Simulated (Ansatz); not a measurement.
# Density of states of MnS

Space group F-43m (No. 216). a = 5.600 Å, b = 5.600 Å, c = 5.600 Å, α = 90.00°, β = 90.00°, γ = 90.00°
```csv
atom,site,symmetry,x,y,z
Mn,4a,-43m,0.0000,0.0000,0.0000
S,4c,-43m,0.2500,0.2500,0.2500
```

The runs use the primitive cell with vectors (0.000, 2.800, 2.800), (2.800, 0.000, 2.800), (2.800, 2.800, 0.000) Å, to which the k mesh refers.

The cell is COD entry 9008854, as deposited and not checked against the literature; nothing was relaxed.

Other magnetic orders may lie lower; this is the state that the run reached.

Method: DFT, PBE, all-electron LAPW, scalar-relativistic in Ansatz 0.2.0.

Sampling and basis: a Γ-centred 10×10×10 k mesh, Fermi–Dirac smearing of 0.05 eV, basis error target 0.5 meV/atom, spin-polarised from start moments Mn1 4 μB, ending with a cell moment of 4.92 μB.

States per eV and cell, averaged over 0.4 eV, from -5.8 to 5.2 eV, with energies (bin centres) from the Fermi level; empty bins are left out. The partial columns, the largest 4 alone, are projections on Löwdin-orthogonalised atomic shells (those that the program's projection atoms carry: the occupied ones and, for some elements, an empty d or f shell; other empty shells have no column), summed over atoms of an element and both spins. Weights on diffuse s and p shells depend on that basis and aren't pure angular character.

```json
{"E (eV)": "-5.7", "spin-up": "1.21", "spin-down": "0.00", "Mn 3d": "0.22", "S 3p": "0.79", "Mn 4s": "0.19", "S 3s": "0.01"}
{"E (eV)": "-5.3", "spin-up": "1.24", "spin-down": "0.01", "Mn 3d": "0.29", "S 3p": "0.76", "Mn 4s": "0.16", "S 3s": "0.01"}
{"E (eV)": "-4.9", "spin-up": "2.16", "spin-down": "1.28", "Mn 3d": "1.06", "S 3p": "2.09", "Mn 4s": "0.25", "S 3s": "0.01"}
{"E (eV)": "-4.5", "spin-up": "2.65", "spin-down": "0.98", "Mn 3d": "1.36", "S 3p": "2.07", "Mn 4s": "0.15", "S 3s": "0.02"}
{"E (eV)": "-4.1", "spin-up": "0.24", "spin-down": "0.69", "Mn 3d": "0.17", "S 3p": "0.71", "Mn 4s": "0.04", "S 3s": "0.01"}
{"E (eV)": "-3.7", "spin-up": "0.00", "spin-down": "1.14", "Mn 3d": "0.14", "S 3p": "0.94", "Mn 4s": "0.03", "S 3s": "0.00"}
{"E (eV)": "-3.3", "spin-up": "3.11", "spin-down": "3.40", "Mn 3d": "3.60", "S 3p": "2.81", "Mn 4s": "0.02", "S 3s": "0.01"}
{"E (eV)": "-2.9", "spin-up": "2.62", "spin-down": "0.00", "Mn 3d": "2.49", "S 3p": "0.07", "Mn 4s": "0.02", "S 3s": "0.02"}
{"E (eV)": "-2.5", "spin-up": "1.14", "spin-down": "0.00", "Mn 3d": "0.92", "S 3p": "0.14", "Mn 4s": "0.02", "S 3s": "0.03"}
{"E (eV)": "-2.1", "spin-up": "1.14", "spin-down": "0.00", "Mn 3d": "0.77", "S 3p": "0.30", "Mn 4s": "0.02", "S 3s": "0.03"}
{"E (eV)": "-1.7", "spin-up": "1.28", "spin-down": "0.00", "Mn 3d": "0.74", "S 3p": "0.47", "Mn 4s": "0.01", "S 3s": "0.02"}
{"E (eV)": "-1.3", "spin-up": "1.23", "spin-down": "0.00", "Mn 3d": "0.62", "S 3p": "0.54", "Mn 4s": "0.01", "S 3s": "0.02"}
{"E (eV)": "-0.9", "spin-up": "1.09", "spin-down": "0.00", "Mn 3d": "0.48", "S 3p": "0.55", "Mn 4s": "0.01", "S 3s": "0.01"}
{"E (eV)": "-0.5", "spin-up": "0.58", "spin-down": "0.00", "Mn 3d": "0.24", "S 3p": "0.31", "Mn 4s": "0.01", "S 3s": "0.01"}
{"E (eV)": "-0.1", "spin-up": "0.29", "spin-down": "0.26", "Mn 3d": "0.33", "S 3p": "0.17", "Mn 4s": "0.00", "S 3s": "0.00"}
{"E (eV)": "0.3", "spin-up": "0.03", "spin-down": "1.15", "Mn 3d": "1.01", "S 3p": "0.04", "Mn 4s": "0.01", "S 3s": "0.00"}
{"E (eV)": "0.7", "spin-up": "0.00", "spin-down": "2.52", "Mn 3d": "2.32", "S 3p": "0.03", "Mn 4s": "0.02", "S 3s": "0.00"}
{"E (eV)": "1.1", "spin-up": "0.00", "spin-down": "2.91", "Mn 3d": "2.70", "S 3p": "0.05", "Mn 4s": "0.02", "S 3s": "0.01"}
{"E (eV)": "1.5", "spin-up": "0.01", "spin-down": "1.38", "Mn 3d": "1.22", "S 3p": "0.08", "Mn 4s": "0.01", "S 3s": "0.02"}
{"E (eV)": "1.9", "spin-up": "0.04", "spin-down": "2.39", "Mn 3d": "2.00", "S 3p": "0.28", "Mn 4s": "0.03", "S 3s": "0.03"}
{"E (eV)": "2.3", "spin-up": "0.06", "spin-down": "1.33", "Mn 3d": "1.02", "S 3p": "0.22", "Mn 4s": "0.07", "S 3s": "0.04"}
{"E (eV)": "2.7", "spin-up": "0.13", "spin-down": "0.51", "Mn 3d": "0.37", "S 3p": "0.13", "Mn 4s": "0.08", "S 3s": "0.03"}
{"E (eV)": "3.1", "spin-up": "0.45", "spin-down": "0.11", "Mn 3d": "0.07", "S 3p": "0.07", "Mn 4s": "0.18", "S 3s": "0.04"}
{"E (eV)": "3.5", "spin-up": "0.60", "spin-down": "0.10", "Mn 3d": "0.02", "S 3p": "0.08", "Mn 4s": "0.24", "S 3s": "0.05"}
{"E (eV)": "3.9", "spin-up": "0.63", "spin-down": "0.16", "Mn 3d": "0.02", "S 3p": "0.08", "Mn 4s": "0.27", "S 3s": "0.04"}
{"E (eV)": "4.3", "spin-up": "0.53", "spin-down": "0.35", "Mn 3d": "0.03", "S 3p": "0.08", "Mn 4s": "0.28", "S 3s": "0.04"}
{"E (eV)": "4.7", "spin-up": "0.38", "spin-down": "0.55", "Mn 3d": "0.06", "S 3p": "0.09", "Mn 4s": "0.27", "S 3s": "0.03"}
{"E (eV)": "5.1", "spin-up": "1.12", "spin-down": "0.63", "Mn 3d": "0.07", "S 3p": "0.17", "Mn 4s": "0.41", "S 3s": "0.03"}
```

**Question.** Which of the resolved shells contributes most within 0.3 eV of the Fermi level?

**Answer.** Mn 3d, with 72 % of all states there; S 3p follows with 16 %.

**Question.** Where is the centre of the filled Mn 3d states between -14 eV and the top of the filled states?

**Answer.** -3.16 eV from the Fermi level.
